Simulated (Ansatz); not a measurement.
## Au: equation of state with RPBE+D4+U

The system is Au.

```
Au
1.0
     0.00613    2.01572    2.03325
     2.07595    0.01023    2.02915
     2.07465    2.01032    0.01153
Au
1
Direct
  0.99105 0.00541 0.99373
```

| Item | Value |
| --- | --- |
| Program | Ansatz 0.2.0 |
| Task | equation of state |
| Functional | RPBE |
| Dispersion | D4 |
| Potentials or basis | all-electron LAPW, scalar-relativistic |
| Basis error allowed | 0.001 eV/atom |
| k mesh | 11 × 11 × 11 |
| Occupations | fermi-dirac, width 0.02 eV |
| Spin | collinear spin, random start |
| Starting moments | [2.0] μB |
| Fixed moment | 2 μB |
| Hubbard terms | Au d U = 3 eV |

```
Equilibrium volume : outside the volumes run
```

Energy against volume, from the lowest point:
```tsv
volume (Å³/atom)	energy (meV/atom)
15.843	524.46
16.181	407.41
16.518	303.95
16.855	212.66
17.192	132.33
17.529	61.79
17.866	0.00
```

All runs of the series together: 32 min on 1 thread of Intel(R) Xeon(R) Processor @ 2.70GHz, with other jobs on the host.

Caveat: U is the effective U less J, on atomic orbitals that reach past the spheres; the total moment is fixed, so each spin has its own Fermi level; the U is typed as a test and isn't derived for this compound. The run has no spin-orbit coupling, so splittings on Au are missing.
